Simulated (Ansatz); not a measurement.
# BaTe (Pm-3m) in Ansatz: reference runs

How does BaTe come out in PBE? The cell is run as given and disturbed, and energy against volume gives the equilibrium volume and stiffness.

All numbers are computed with Ansatz 0.2.0; they aren't measurements. Logs are shortened: lines on timing, memory, paths and dates and some standing lists are left out, and cuts for length are marked.

## (1) The crystal as given

It takes space group Pm-3m (No. 221, cubic). Conventional cell: a = 4.262 Å, b = 4.262 Å, c = 4.262 Å, α = 90.00°, β = 90.00°, γ = 90.00°. Around Ba (site symmetry m-3m) lie 8 Te at 3.69 Å. Te (site symmetry m-3m) has 8 Ba at 3.69 Å as nearest neighbours.

The cell comes from a database or a generator and needn't be the stable form of this composition.

## (2) Single point, PBE

File input.yaml:

```yaml
crystal:
  lattice:
    - [4.262466, 0.0, 0.0]
    - [0.0, 4.262466, 0.0]
    - [0.0, 0.0, 4.262466]
  atoms:
    - { symbol: Ba, position: [0.0, 0.0, 0.0] }
    - { symbol: Te, position: [0.5, 0.5, 0.5] }
hamiltonian:
  xc: pbe
  pseudopotentials: { kind: paw }
kpoints:
  mp_grid: { grid: [6, 6, 6] }
scf:
  occupations: { method: fermi_dirac, width: 0.05 }
output:
  forces: true
  stress: true
  eigenvalues: true
```

Potentials or basis: Ansatz PAW.

On the command line:

```
ansatz run input.yaml --threads 2 --pin off --max-ram 5120MiB --backend cpu --events-out ev --progress --plain --runs-dir out
```

The program printed:

```text
Warning: RAYON_NUM_THREADS=2 ignored (pool sized by the plan → 2); use --threads N
Engine: ansatz 0.2.0, aarch64-unknown-linux-gnu
Pseudopotentials: kind: paw
Pseudopotential: Ba, paw, valence charge 10, recommended cutoff 420 eV (normal), Ba.paw.azcp
Pseudopotential: Te, paw, valence charge 16, recommended cutoff 420 eV (normal), Te.paw.azcp
Functional definition: PBE
  parameter kappa = 0.804
  parameter beta = 0.06672455060314922
  exchange = pbe_x(kappa = kappa, mu = beta*pi^2/3)
  correlation = pbe_c(beta = beta)
Crystal: 2 atoms, lattice volume = 77.443 Å³
Basis set: ecut = 420 eV, 1503 PW (Γ), exchange–correlation on 60×60×60 points (8 copies of the dense FFT grid, shifted against one another)
Bands: 17, of which v1, the nominal top of the filled ones, is band 13 counted from 1 (12 counted from 0)
Symmetry: 48 space group operations
Space group: Pm-3m (ITA 221), of the structure as read, at distance tolerance 4.3e-5 Å
k-points: 20 of 216
Non-local potential: Ba, projectors of the file, l = 0: 3, l = 1: 2, l = 2: 2, l = 3: 2
Non-local potential: Te, projectors of the file, l = 0: 2, l = 1: 2, l = 2: 2, l = 3: 2
PAW form: soft (Blöchl's): semilocal exchange-correlation on the pseudo side does not see the compensation charge
PAW one-centre angular grid: Ba, 194 points (default); XC on 64 Gauss nodes
PAW one-centre angular grid: Te, 590 points (default); XC on 64 Gauss nodes
Initial density: superposition of atomic densities (neutral atoms: chi_scale 0, normalization atom), corrected by the library's trained network
Initial wavefunctions: pseudopotential atomic-orbital guess
Functional: x = pbe(κ = 0.804, μ = 0.2195149727645171), c = pbe(β = 0.06672455060314922)
SCF iter   1: F=—  HF=-12932.803631 eV  |F-HF|=—  |Δ(HF+E_count)|=         —  Δρ=1.15e-3  dr2=8.37e-4  ethr=1.77e-3  ⟨swp⟩=9.3  Hψ=2232  notcnv=0
preconditioner: auto → Resta (q_TF=auto, 2.275 Å⁻¹)  ε∞=3.0  [insulator: Δε(μ)=0.896 eV  Ē_g=11.050 eV  σ=0.050 eV  W_gap=1.00  n_scr=18 (ndim 8)  ℏωp=15.8 eV  f_vac=0.000  D(μ)=0.00/eV (n_scr^D=0)  ε∞_Penn≈3.0]
SCF iter   2: F=—  HF=-12932.805136 eV  |F-HF|=—  |Δ(HF+E_count)|=   1.50e-3  Δρ=6.94e-4  dr2=2.73e-4  ethr=3.22e-6  ⟨swp⟩=2.4  Hψ=848  notcnv=0
SCF iter   3: F=—  HF=-12932.805772 eV  |F-HF|=—  |Δ(HF+E_count)|=   6.36e-4  Δρ=3.50e-4  dr2=7.03e-5  ethr=1.05e-6  ⟨swp⟩=2.0  Hψ=420  notcnv=0
SCF iter   4: F=—  HF=-12932.805946 eV  |F-HF|=—  |Δ(HF+E_count)|=   1.74e-4  Δρ=1.51e-4  dr2=1.23e-5  ethr=2.71e-7  ⟨swp⟩=2.0  Hψ=473  notcnv=0
SCF iter   5: F=—  HF=-12932.805988 eV  |F-HF|=—  |Δ(HF+E_count)|=   4.22e-5  Δρ=3.34e-5  dr2=7.87e-7  ethr=4.73e-8  ⟨swp⟩=2.0  Hψ=482  notcnv=0
SCF iter   6: F=-12932.805990 eV  HF=-12932.805990 eV  |F-HF|=1.26e-8  |Δ(HF+E_count)|=   1.95e-6  Δρ=5.26e-6  dr2=4.23e-8  ethr=3.85e-10  ⟨swp⟩=5.7  Hψ=1928  notcnv=0
SCF 1 converged in 6 iterations: F = -12932.805990 eV  dr2 = 4.23e-8
SCF converged after 6 iterations
Free energy (F): -12932.805990 eV
Harris-Foulkes:  -12932.805990 eV  (|F-HF|=1.26e-8)
Internal energy: -12932.805986 eV  (E = F + TS)
E sigma→0 (E₀):  -12932.805988 eV
Entropy (-TS):   -0.000004 eV (-0.002 meV/atom)
Fermi energy:    8.808843 eV
--- Per-component energies (eV) ---
  E_band       = -302.037361
  E_kinetic    = 349.055958
  E_local      = -1674.269791  (includes V_loc(G=0)·N_el)
  E_nonlocal   = -253.071312
  E_hartree    = 966.952178
  E_xc         = -293.147228
  E_vxc        = -240.840332  (∫ρ·V_xc dr)
  E_paw        = -9888.719817  (= ΣΔE_a)
  E_vpaw       = -416.808432  (= ΣTr[D̂ρ^β])
  E_aug_tail   = -0.000206  (compensation charges beyond the density's cutoff)
  E_ewald      = -2139.605768
  E_smearing   = -0.000004  (= −TS)
  E_closure    = 0.000000  (closes the sum)
  Σ components = -12932.805990   (vs F -12932.805990, Δ=0.00e0)
--- Forces (eV/Å), atoms counted from 1 ---
  atom   1  Ba    -0.00000000    -0.00000000     0.00000000
  atom   2  Te     0.00000000     0.00000000    -0.00000000
  max |Σ_I F_I| component: 2.04e-30 eV/Å
--- Stress (GPa, compression-positive) ---
       -0.387200       0.000000      -0.000000
        0.000000      -0.387200       0.000000
        0.000000       0.000000      -0.387200
  P = ⅓ Tr σ = -0.3872 GPa (-3.872 kbar)
--- Band table (eV; the first three rows and the last of 20) ---
  k-point 0: bands = ["-27.1385", "-27.1385", "-27.1385", "-27.1350", "-27.1350", "-19.6450", "-4.6814", "-4.6814", "-4.6814", "-1.9455", "8.0152", "8.0152", "8.0152", "9.2434", "9.2434", "10.8046", "12.9934"]
  k-point 1: bands = ["-27.1386", "-27.1386", "-27.1385", "-27.1350", "-27.1345", "-19.6385", "-4.8366", "-4.6688", "-4.6688", "-1.7578", "6.8705", "7.9007", "7.9007", "9.3942", "10.0566", "11.8097", "13.0480"]
  k-point 2: bands = ["-27.1388", "-27.1388", "-27.1385", "-27.1350", "-27.1337", "-19.6255", "-5.1087", "-4.6435", "-4.6435", "-1.3929", "5.5746", "7.6747", "7.6747", "9.7760", "11.6258", "13.2154", "13.2713"]
  k-point 19: bands = ["-27.1393", "-27.1393", "-27.1393", "-27.1324", "-27.1324", "-19.5710", "-4.9484", "-4.9484", "-4.9484", "-1.0276", "5.5430", "5.5430", "5.5430", "13.1090", "13.1090", "13.1090", "14.7060"]
```

Run time: 1.4 s. Hardware: 2 threads of Arm Neoverse V2, shared host; peak memory 0.33 GiB.

Results:

```
Free energy            : -12932.8060 eV
Pressure               : -0.4 GPa
Band gap on the k mesh : 0.88 eV, indirect (least direct gap 1.08 eV)
```

Caveat: spin-orbit coupling is left out, which moves the levels of the heavy elements. A k mesh can miss the band edges.

## (3) Single point, PBE (atoms moved at random, drawn with an rms of 0.05 Å)

input.yaml, as its differences from that of step 2:

```diff
@@ -6,4 +6,4 @@
   atoms:
-    - { symbol: Ba, position: [0.0, 0.0, 0.0] }
-    - { symbol: Te, position: [0.5, 0.5, 0.5] }
+    - { symbol: Ba, position: [-0.002579, -0.006402, 0.007773] }
+    - { symbol: Te, position: [0.510725, 0.506963, 0.504083] }
 hamiltonian:
```

Potentials or basis: Ansatz PAW.

On the command line:

```
ansatz run input.yaml --threads 2 --pin off --max-ram 5120MiB --backend cpu --events-out ev --progress --plain --runs-dir out
```

The program printed:

```text
Warning: RAYON_NUM_THREADS=2 ignored (pool sized by the plan → 2); use --threads N
[... 9 set-up lines as earlier in the session ...]
Crystal: 2 atoms, lattice volume = 77.443 Å³
Basis set: ecut = 420 eV, 1503 PW (Γ), exchange–correlation on 60×60×60 points (8 copies of the dense FFT grid, shifted against one another)
Bands: 17, of which v1, the nominal top of the filled ones, is band 13 counted from 1 (12 counted from 0)
Symmetry: 1 space group operations
Space group: P1 (ITA 1), of the structure as read, at distance tolerance 4.3e-5 Å
k-points: 112 of 216 (time reversal used)
[... 8 set-up lines as earlier in the session ...]
SCF iter   1: F=—  HF=-12932.800786 eV  |F-HF|=—  |Δ(HF+E_count)|=         —  Δρ=1.15e-3  dr2=8.46e-4  ethr=1.77e-3  ⟨swp⟩=9.8  Hψ=12778  notcnv=0
preconditioner: auto → Resta (q_TF=auto, 2.275 Å⁻¹)  ε∞=3.0  [insulator: Δε(μ)=0.916 eV  Ē_g=11.050 eV  σ=0.050 eV  W_gap=1.00  n_scr=18 (ndim 8)  ℏωp=15.8 eV  f_vac=0.000  D(μ)=0.00/eV (n_scr^D=0)  ε∞_Penn≈3.0]
SCF iter   2: F=—  HF=-12932.802291 eV  |F-HF|=—  |Δ(HF+E_count)|=   1.50e-3  Δρ=6.98e-4  dr2=2.77e-4  ethr=3.26e-6  ⟨swp⟩=2.5  Hψ=4632  notcnv=0
SCF iter   3: F=—  HF=-12932.802936 eV  |F-HF|=—  |Δ(HF+E_count)|=   6.45e-4  Δρ=3.45e-4  dr2=6.77e-5  ethr=1.07e-6  ⟨swp⟩=2.0  Hψ=2352  notcnv=0
SCF iter   4: F=—  HF=-12932.803164 eV  |F-HF|=—  |Δ(HF+E_count)|=   2.28e-4  Δρ=4.28e-5  dr2=1.35e-6  ethr=2.61e-7  ⟨swp⟩=2.0  Hψ=2692  notcnv=0
iter 5 did not close the SCF: its close was put off for the readings that it lacked (scf_convergence_deferred on its scf_iter line)
SCF iter   5: F=-12932.803165 eV  HF=-12932.803165 eV  |F-HF|=5.61e-9  |Δ(HF+E_count)|=   9.31e-7  Δρ=9.89e-6  dr2=7.49e-8  ethr=5.20e-9  ⟨swp⟩=2.9  Hψ=3349  notcnv=0
SCF iter   6: F=-12932.803165 eV  HF=-12932.803165 eV  |F-HF|=4.09e-9  |Δ(HF+E_count)|=   3.89e-8  Δρ=3.06e-6  dr2=6.18e-9  ethr=2.88e-10  ⟨swp⟩=4.3  Hψ=9526  notcnv=0
SCF 1 converged in 6 iterations: F = -12932.803165 eV  dr2 = 6.18e-9
SCF converged after 6 iterations
Free energy (F): -12932.803165 eV
Harris-Foulkes:  -12932.803165 eV  (|F-HF|=4.09e-9)
Internal energy: -12932.803163 eV  (E = F + TS)
E sigma→0 (E₀):  -12932.803164 eV
Entropy (-TS):   -0.000003 eV (-0.001 meV/atom)
Fermi energy:    8.812060 eV
--- Per-component energies (eV) ---
  E_band       = -302.045857
  E_kinetic    = 349.087347
  E_local      = -1675.113082  (includes V_loc(G=0)·N_el)
  E_nonlocal   = -253.064483
  E_hartree    = 967.355024
  E_xc         = -293.158535
  E_vxc        = -240.855803  (∫ρ·V_xc dr)
  E_paw        = -9888.721612  (= ΣΔE_a)
  E_vpaw       = -416.808769  (= ΣTr[D̂ρ^β])
  E_aug_tail   = -0.000204  (compensation charges beyond the density's cutoff)
  E_ewald      = -2139.187616
  E_smearing   = -0.000003  (= −TS)
  E_closure    = -0.000000  (closes the sum)
  Σ components = -12932.803165   (vs F -12932.803165, Δ=0.00e0)
--- Forces (eV/Å), atoms counted from 1 ---
  atom   1  Ba     0.04840970     0.04862833    -0.01353206
  atom   2  Te    -0.04848363    -0.04870182     0.01355263
  max |Σ_I F_I| component: 7.39e-5 eV/Å
--- Stress (GPa, compression-positive) ---
       -0.343476       0.046380      -0.012890
        0.046380      -0.343517      -0.012948
       -0.012890      -0.012948      -0.339227
  P = ⅓ Tr σ = -0.3421 GPa (-3.421 kbar)
--- Band table (eV; the first three rows and the last of 112) ---
  k-point 0: bands = ["-27.1403", "-27.1402", "-27.1399", "-27.1366", "-27.1365", "-19.6415", "-4.6806", "-4.6785", "-4.6785", "-1.9458", "7.9910", "8.0047", "8.0123", "9.2537", "9.2724", "10.8029", "12.9933"]
  k-point 1: bands = ["-27.1404", "-27.1402", "-27.1400", "-27.1366", "-27.1361", "-19.6350", "-4.8348", "-4.6673", "-4.6659", "-1.7578", "6.8676", "7.8866", "7.8981", "9.4111", "10.0582", "11.8055", "13.0206"]
  k-point 2: bands = ["-27.1406", "-27.1403", "-27.1401", "-27.1366", "-27.1352", "-19.6220", "-5.1077", "-4.6416", "-4.6406", "-1.3928", "5.5742", "7.6720", "7.6730", "9.7776", "11.6205", "13.2043", "13.2126"]
  k-point 111: bands = ["-27.1411", "-27.1410", "-27.1407", "-27.1340", "-27.1339", "-19.5675", "-4.9468", "-4.9460", "-4.9458", "-1.0320", "5.5421", "5.5440", "5.5477", "13.0902", "13.0961", "13.1078", "14.7079"]
```

It took 6.4 s on 2 threads of Arm Neoverse V2, shared host; peak memory 0.45 GiB.

Results:

```
Free energy            : -12932.8032 eV
Pressure               : -0.3 GPa
Largest force          : 0.070 eV/Å
Band gap on the k mesh : 0.90 eV, indirect (least direct gap 1.09 eV)
```

Forces on the atoms (eV/Å):
```
Ba   0.048  0.049 -0.014
Te  -0.048 -0.049  0.014
```

Levels at points of the mesh, in eV from the valence-band top:
```
              k point  band 9  band 10  band 11  band 12  band 13  band 14  band 15  band 16  band 17
   (0.00, 0.00, 0.00)  -13.03   -10.30    -0.36    -0.35    -0.34     0.90     0.92     2.45     4.64
  (0.00, 0.00, -0.50)  -12.98    -9.56    -3.29    -0.79    -0.78     1.69     4.34     4.92     5.00
  (0.00, -0.50, 0.00)  -12.98    -9.56    -3.29    -0.79    -0.78     1.69     4.36     4.93     5.02
 (0.00, -0.50, -0.50)  -12.94    -9.75    -1.97    -1.97     0.00     1.09     2.62     3.02     3.02
  (-0.50, 0.00, 0.00)  -12.98    -9.56    -3.29    -0.79    -0.78     1.69     4.36     4.93     5.02
 (-0.50, 0.00, -0.50)  -12.94    -9.75    -1.97    -1.97     0.00     1.09     2.62     3.02     3.02
 (-0.50, -0.50, 0.00)  -12.94    -9.74    -1.98    -1.97     0.00     1.09     2.61     3.01     3.03
(-0.50, -0.50, -0.50)  -13.30    -9.38    -2.81    -2.81    -2.80     4.74     4.75     4.76     6.36
```

Caveat: spin-orbit coupling is left out, which moves the levels of the heavy elements.

[end of part 1 of 2]
